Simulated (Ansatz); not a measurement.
# Ge (Fd-3m) in Ansatz: a series of runs, part 2 of 2

Ansatz 0.2.0. Earlier steps stand in the parts before.

## Step 5: Elastic constants, LDA, collinear spin, antiferromagnetic start

Input file input.yaml:

```yaml
crystal:
  lattice:
    - [0.0, 2.82891, 2.82891]
    - [2.82891, 0.0, 2.82891]
    - [2.82891, 2.82891, 0.0]
  atoms:
    - { symbol: Ge, position: [0.75, 0.75, 0.75], spin: 0.5 }
    - { symbol: Ge, position: [0.5, 0.5, 0.5], spin: -0.5 }
kpoints:
  mp_grid: { grid: [6, 6, 6] }
scf:
  occupations: { method: fermi_dirac, width: 0.05 }
hamiltonian:
  xc: lda
  pseudopotentials: { kind: all_electron, lapw: { basis_error: 0.001 } }
magnetization:
  spin_polarized: true
output:
  forces: true
  stress: true
elastic:
  mode: clamped_ion
  stencil: two_point
```

Potentials or basis: all-electron LAPW, scalar-relativistic.

On the command line:

```bash
$ ansatz run input.yaml --threads 1 --pin off --max-ram 2560MiB --backend cpu --events-out ev --progress --plain --runs-dir out
```

The log of the run:

```text
Warning: RAYON_NUM_THREADS=1 ignored (pool sized by the plan → 1); use --threads N
LAPW: plane waves up to 9.477 Å⁻¹, error target 1.0e-3 eV per atom; small_component_spin mean_spin; Ge in spheres of 1.188 Å, 22 of its electrons in bands, Dirac shells [] (how accurate: hamiltonian.pseudopotentials.lapw.basis_error, Limitations)
Engine: ansatz 0.2.0, aarch64-unknown-linux-gnu
Pseudopotentials: kind: all_electron
Pseudopotential: Ge, LAPW, valence charge 22, lapw/all_electron/scalar/gaussian/Ge, Koelling and Harmon's equation, gaussian nucleus
Functional definition: SPW92
  exchange = slater_x
  correlation = pw_c
Crystal: 2 atoms, lattice volume = 45.278 Å³
Basis set: ecut = 342.1616005778646 eV, 645 PW (Γ), exchange–correlation at level 2
Bands: 27, of which v1, the nominal top of the filled ones, is band 22 counted from 1 (21 counted from 0)
Symmetry: 24 space group operations
Space group: F-43m (ITA 216), of the structure as read, at distance tolerance 3.6e-5 Å
Magnetic group: BNS 227.130 (UNI 1632), of the structure as read, at distance tolerance 3.6e-5 Å
k-points: 16 of 216 (time reversal used)
Non-local potential: Ge, projectors of the file, none
Initial density: superposition of atomic densities (chi_scale 0.1, normalization cell)
Starting moments: Σ|m| = 1 μB on 2 of 2 sites
Starting magnetic order: antiferromagnet; an inversion exchanges its spin sublattices: spin-degenerate at every k-point
Initial wavefunctions: plane waves of lowest kinetic energy (no species holds an atomic orbital)
Functional: x = slater, c = lda
SCF 1 converged in 11 iterations: F = -114074.272043 eV  dr2 = 1.93e-10
Initial density: read from a saved state, or passed on in memory by an earlier SCF of this step, an earlier step, the calling program or the single point that the run made first
Stability of the state it starts from, as read at its close in the collinear treatment: not read negative (a value of 1 − χ₀K of 0.78, by a stability probe under the symmetry group of the SCF that read it); its run was given moments
iter 1 solved again at ethr=2.59e-8 eV; its pass at ethr=1.00e-1 eV (dr2=1.14e-5 eV) is discarded
SCF iter   1: F=—  HF=-114074.272043 eV  |F-HF|=—  |Δ(HF+E_count)|=         —  Δρ=2.74e-7 (↑2.74e-7 ↓2.74e-7)  dr2=1.93e-10  dr2_m=0.00e0  M=0.000 μB ∫|m|=0.000 μB  β_m=0.30  ethr=2.59e-8  ⟨swp⟩=5.4  Hψ=3711  notcnv=0
preconditioner: auto → none  [insulator: Δε(μ)=0.191 eV  Ē_g=24.368 eV  σ=0.050 eV  W_gap=0.58  n_scr=14 (ndim 8)  ℏωp=29.2 eV  f_vac=0.182  D(μ)=0.27/eV (n_scr^D=0)  ε∞_Penn≈2.4]
SCF iter   2: F=—  HF=-114074.272043 eV  |F-HF|=—  |Δ(HF+E_count)|=   6.66e-9  Δρ=7.48e-8 (↑7.48e-8 ↓7.48e-8)  dr2=1.49e-11  dr2_m=0.00e0  M=0.000 μB ∫|m|=0.000 μB  β_m=0.38  ethr=3.50e-12 (applied; sched 1.00e-12)  ⟨swp⟩=4.1  Hψ=1579  notcnv=0
SCF iter   3: F=—  HF=-114074.272043 eV  |F-HF|=—  |Δ(HF+E_count)|=  8.59e-10  Δρ=1.78e-8 (↑1.78e-8 ↓1.78e-8)  dr2=7.87e-13  dr2_m=0.00e0  M=0.000 μB ∫|m|=0.000 μB  β_m=0.37  ethr=2.58e-12 (applied; sched 1.00e-12)  ⟨swp⟩=2.0  Hψ=1203  notcnv=0
SCF iter   4: F=—  HF=-114074.272043 eV  |F-HF|=—  |Δ(HF+E_count)|=  1.46e-11  Δρ=2.09e-9 (↑2.09e-9 ↓2.09e-9)  dr2=5.22e-15  dr2_m=0.00e0  M=0.000 μB ∫|m|=0.000 μB  β_m=0.53  ethr=2.58e-12 (applied; sched 1.00e-12)  ⟨swp⟩=2.0  Hψ=1203  notcnv=0
SCF iter   5: F=-114074.272043 eV  HF=-114074.272043 eV  |F-HF|=1.46e-11  |Δ(HF+E_count)|=  4.37e-11  Δρ=7.85e-10 (↑7.85e-10 ↓7.85e-10)  dr2=7.30e-16  dr2_m=0.00e0  M=0.000 μB ∫|m|=0.000 μB  ethr=2.58e-12 (applied; sched 1.00e-12)  ⟨swp⟩=2.0  Hψ=1203  notcnv=0
SCF 2 converged in 5 iterations: F = -114074.272043 eV  dr2 = 7.30e-16
Crystal: 2 atoms, lattice volume = 45.187 Å³
Basis set: ecut = 342.61857775864644 eV, 645 PW (Γ), exchange–correlation at level 2
Symmetry: 8 space group operations
k-points: 30 of 216 (time reversal used)
[... 48 lines left out ...]
SCF iter   7: F=-114074.272003 eV  HF=-114074.272003 eV  |F-HF|=4.37e-11  |Δ(HF+E_count)|=  5.82e-11  Δρ=4.62e-9 (↑4.62e-9 ↓4.62e-9)  dr2=2.39e-14  dr2_m=0.00e0  M=0.000 μB ∫|m|=0.000 μB  ethr=2.58e-12 (applied; sched 1.00e-12)  ⟨swp⟩=2.0  Hψ=3455  notcnv=0
SCF 6 converged in 7 iterations: F = -114074.272003 eV  dr2 = 2.39e-14
SCF converged after 5 iterations
Magnetization: 0.0000 μB (22.0000 up, 22.0000 down)
Absolute magnetization: 0.0000 μB (∫|ρ↑−ρ↓|)
Spin contamination: 0.0000 ħ² per cell (⟨S²⟩ above its minimum at these occupations)
Per-site moments (μB) at R_I (Å): [(0.0, 1.1882053259289798), (0.0, 1.1882053259289798)]
Free energy (F): -114074.272043 eV
Harris-Foulkes:  -114074.272043 eV  (|F-HF|=1.46e-11)
Internal energy: -114074.270013 eV  (E = F + TS)
E sigma→0 (E₀):  -114074.271028 eV
Entropy (-TS):   -0.002030 eV (-1.015 meV/atom)
Fermi energy:    9.662848 eV
--- Per-component energies (eV) ---
  E_band       = -2092.232917
  E_kinetic    = 116421.587753
  E_xc         = -4179.492568
  E_electrostatic = -226316.365199  (all electrons and nuclei)
  E_smearing   = -0.002030  (= −TS)
  E_closure    = 0.000000  (closes the sum)
  E_atoms      = -114063.943511  (free atoms, spherical and without spin; not in F)
  Σ components = -114074.272043   (vs F -114074.272043, Δ=0.00e0)
  Basis errors (estimates in eV, not in F): energy 4.4e-4 per atom: plane waves 4.0e-4 (2.3e-4 summed), levels above the bands 9.0e-73, relativity 5.2e-9, radial functions 4.2e-5, core shells 1.3e-10; eigenvalues (radial functions only) 2.3e-7; not estimated: angular momenta, meshes, grids; target (lapw.basis_error) 1.0e-3; muffin-tin radii Ge 1.188 Å
--- Forces (eV/Å), atoms counted from 1 ---
  atom   1  Ge    -0.00000000    -0.00000000     0.00000000
  atom   2  Ge     0.00000000     0.00000000     0.00000000
  max |Σ_I F_I| component: 2.60e-18 eV/Å
--- Stress (GPa, compression-positive) ---
       -1.129003      -0.000000      -0.000000
       -0.000000      -1.129003       0.000000
       -0.000000       0.000000      -1.129003
  P = ⅓ Tr σ = -1.1290 GPa (-11.290 kbar)
--- Band table (eV; the first three rows and the last of 32) ---
  k-point 0 ↑: bands = ["-153.1792", "-153.1767", "-100.8285", "-100.8285", "-100.8285", "-100.8196", "-100.8196", "-100.8196", "-15.2225", "-15.2225", "-15.2225", "-15.1861", "-15.1861", "-14.9745", "-14.9745", "-14.9745", "-14.9619", "-14.9619", "-3.1342", "9.4954", "9.6861", "9.6861", "9.6861", "12.2103", "12.2103", "12.2103", "15.8793"]
  k-point 1 ↑: bands = ["-153.1790", "-153.1768", "-100.8287", "-100.8287", "-100.8283", "-100.8199", "-100.8195", "-100.8195", "-15.2344", "-15.2344", "-15.2182", "-15.1687", "-15.1687", "-14.9920", "-14.9920", "-14.9796", "-14.9474", "-14.9474", "-2.7983", "6.4471", "9.1637", "9.1637", "10.5157", "12.8998", "12.8998", "13.7434", "17.3165"]
  k-point 2 ↑: bands = ["-153.1787", "-153.1771", "-100.8289", "-100.8289", "-100.8277", "-100.8204", "-100.8192", "-100.8192", "-15.2446", "-15.2446", "-15.2093", "-15.1496", "-15.1496", "-15.0065", "-15.0065", "-14.9901", "-14.9369", "-14.9369", "-1.8675", "3.5426", "8.5198", "8.5198", "9.9578", "13.4302", "13.4302", "16.5786", "17.3631"]
  k-point 15 ↓: bands = ["-153.1779", "-153.1779", "-100.8296", "-100.8296", "-100.8241", "-100.8241", "-100.8185", "-100.8185", "-15.2673", "-15.2673", "-15.1407", "-15.1407", "-15.0750", "-15.0750", "-15.0386", "-15.0386", "-14.9106", "-14.9106", "0.8149", "0.8149", "5.9427", "5.9427", "12.3044", "12.3044", "16.1722", "16.1722", "20.6077"]
--- Elastic constants: 2 strain directions × 2 members + reference (group order 24) ---
  dense FFT box of the reference and of every strained cell: 30×30×30
  strains applied: 11, 23; error gains: componentwise 1.00 (the most a stress slope's error grows in a printed constant), spectral 1.73 (1 for all six strains in a standard setting)
  C = ∂σ_k/∂η_j (tension-positive GPa; Voigt order 11 22 33 23 13 12):
       108.246     41.878     41.878      0.000     -0.000     -0.000
        41.878    108.246     41.878      0.000      0.000     -0.000
        41.878     41.878    108.246      0.000     -0.000     -0.000
        -0.000     -0.000     -0.000     70.733     -0.000      0.000
        -0.000     -0.000     -0.000      0.000     70.733     -0.000
        -0.000      0.000     -0.000     -0.000     -0.000     70.733
  reference stress σ⁰ (GPa):      1.129      1.129      1.129     -0.000      0.000      0.000
  no Pulay correction (none for the plane-wave cutoff is built on LAPW): the batch's stresses and constants are at fixed plane waves
  C* (energy form; C + prestress term) asymmetry max|C*_kj − C*_jk| = 7.105e-15 GPa — a small one proves nothing (zero by symmetry where the batch's group is 432, −43m or m−3m); a large one is finite-difference/SCF noise where every solve meets its electron count
  moduli (Voigt/Reuss/Hill, GPa): K = 64.00/64.00/64.00   G = 55.71/48.69/52.20   E = 123.13   ν = 0.179
  mechanically stable: yes (min eigenvalue of sym C = 66.37 GPa)
  where every solve meets its electron count the energy-path curvature estimates C_jj along a normal strain and C_jj − ¼(σ⁰_aa + σ⁰_bb) along a shear (ab), closely only under elastic.basis: deformed
  strain η (Voigt 11):  stress-route row diagonal C_11 = 108.25 GPa, energy-path curvature d²(F+E_count)/dδ²/Ω₀ = 108.25 GPa
         δ    σ_11 (GPa)             F (eV)   n_scf  n_hpsi   n_pw
    -2.000e-3       0.9123     -114074.2726196       7   22435    660
     2.000e-3       1.3453     -114074.2713434       7   22326    660
  strain η (Voigt 23):  stress-route row diagonal C_44 = 70.73 GPa, energy-path curvature d²(F+E_count)/dδ²/Ω₀ = 70.16 GPa
         δ    σ_23 (GPa)             F (eV)   n_scf  n_hpsi   n_pw
    -2.000e-3      -0.1415     -114074.2720030       7   33982    660
     2.000e-3       0.1415     -114074.2720030       7   33975    660
```

elastic.tsv:

```text
# convention: tension-positive GPa; Voigt order 11 22 33 23 13 12; engineering shear strains; stresses and constants hold the Pulay correction, whose part of sigma0, of c and of each member's stress the lines and columns named pulay_correction_..._gpa give (of c_energy it is that of c and, on the columns of strains 1 to 3, that of sigma0; of a layer's constants it is that of c in the plane, times a tenth of its plane spacing in ang); where a line pulay_correction_withheld stands none holds it
[... 16 lines left out ...]
6	-1.6478874418e-29	1.5690013523e-29	-6.3108872418e-30	-2.3665827157e-30	-3.1621247994e-23	7.0733190955e1	9.2644447322e-17	9.2644447322e-17	9.2644447322e-17	-2.3665827157e-30	-3.1621247994e-23	7.0733190955e1	nan	nan	nan	nan	nan	nan
```

elastic_members.tsv:

```text
# convention: tension-positive GPa; Voigt order 11 22 33 23 13 12; engineering shear strains; stresses and constants hold the Pulay correction, whose part of sigma0, of c and of each member's stress the lines and columns named pulay_correction_..._gpa give (of c_energy it is that of c and, on the columns of strains 1 to 3, that of sigma0; of a layer's constants it is that of c in the plane, times a tenth of its plane spacing in ang); where a line pulay_correction_withheld stands none holds it
[... 14 lines left out ...]
3	-2.0000000000e-3	1.1285882006e0	1.1283175831e0	1.1283175831e0	-1.4146683710e-1	1.9455333938e-15	-8.6854169364e-18	-1.1407427200e5	-1.1407427099e5	7	33982	660	nan	nan	0.0000000000e0	nan	nan	nan	nan	nan	nan	nan	0.0000000000e0
3	2.0000000000e-3	1.1285881939e0	1.1283175954e0	1.1283175954e0	1.4146592672e-1	1.3896667098e-15	1.9759323530e-16	-1.1407427200e5	-1.1407427099e5	7	33975	660	nan	nan	0.0000000000e0	nan	nan	nan	nan	nan	nan	nan	0.0000000000e0
```

It took 2.3 min on 1 thread of Arm Neoverse V2, shared host; peak memory 0.44 GiB.

What came out:

- Free energy: -114074.2720 eV
- Pressure: -1.1 GPa
- Band gap on the k mesh: none (metal or under the smearing width)
- Net moment: 0.00 μB per cell
- Absolute moment: 0.00 μB per cell
- Clamped-ion elastic constants C11, C12, C44: 108, 42, 71 GPa
- Voigt bulk modulus: 64 GPa

Elastic tensor in Voigt notation (GPa, ions clamped, in the Cartesian axes of the cell as first typed):
```
108  42  42   0   0   0
 42 108  42   0   0   0
 42  42 108   0   0   0
  0   0   0  71   0   0
  0   0   0   0  71   0
  0   0   0   0   0  71
```

Caveat: a metal's response needs a denser mesh; the program listed the state as in doubt; the k mesh is thin for a metal, which can move the energy by tens of meV per atom; elastic constants of metals need much finer meshes, so these are rough; this crystal is a semiconductor, whose small gap the functional closes, so the metal is an error of the method.

## Step 6: Overview

| task | level | potentials or basis | spin | k mesh | cutoff (eV) | smearing | basis error allowed | pressure (GPa) |
| --- | --- | --- | --- | --- | --- | --- | --- | --- |
| projected density of states | rPW86-PBE | all-electron LAPW, scalar-relativistic | off | 8 × 8 × 8 | 292 | tetrahedron | 0.002 eV/atom | 6.9 |
| density of states | RPBE | all-electron PAW datasets made for the crystal | off | 8 × 8 × 8 | 140 | fermi-dirac 0.15 eV | - | 5.5 |
| band structure | RPBE-LYP | all-electron LAPW, relativistic spinors | SOC, no magnetisation | 6 × 6 × 6 | 317 | fermi-dirac 0.1 eV | 0.001 eV/atom | 9.4 |
| elastic constants | LDA | all-electron LAPW, scalar-relativistic | collinear, antiferromagnetic start | 6 × 6 × 6 | 342 | fermi-dirac 0.05 eV | 0.001 eV/atom | -1.1 |

Alike in all rows: cell as given.

Caveats: this crystal is a semiconductor, whose small gap the functional closes, so the metal is an error of the method (some runs); the program warned that the printed levels may be off, so bands, gaps and densities of states are rough (some runs); the k mesh is thin for a metal, which can move the energy by tens of meV per atom (some runs); with tetrahedron occupations forces and stress needn't match the slope of the energy (some runs); a metal's response needs a denser mesh (some runs); the program listed the state as in doubt (some runs); elastic constants of metals need much finer meshes, so these are rough (some runs).

Compare energies only between runs with the same functional and basis.

## Step 7: Comparison with measurements

Step 2. Against the measured gap of Ge, 0.744 eV (indirect; 0 K; “Temperature-dependent photoluminescence in Ge: experiment and theory”, 2020, arxiv:2003.00143), the calculated 0.00 eV is off by -0.74 eV. 3 values of this kind are on record (0.666 to 0.807 eV); this one was drawn at random among those near their median. Spin-orbit coupling on Ge is left out. The value is that of rPW86-PBE, without temperature or zero-point motion.

Step 4. Against the measured gap of Ge, 0.807 eV (direct; 300 K; “Electronic and optical properties of SixGe1-x-ySny alloys lattice-matched to Ge”, 2021, arxiv:2109.02782), the calculated 0.00 eV is off by -0.81 eV. 3 values of this kind are on record (0.666 to 0.807 eV); this one was drawn at random among those near their median. The value is that of RPBE-LYP, without temperature or zero-point motion.

Step 5. A measured gap of Ge is 0.666 eV (indirect; 293 K; “Electronic and optical properties of SixGe1-x-ySny alloys lattice-matched to Ge”, 2021, arxiv:2109.02782); the calculated 0.00 eV misses it by -0.67 eV. 3 values of this kind are on record (0.666 to 0.807 eV); this one was drawn at random among those near their median. Spin-orbit coupling on Ge is left out. The value is that of LDA on a finite k mesh, which can miss the band edges, without temperature or zero-point motion. Semilocal functionals fall short of measured gaps as a rule.
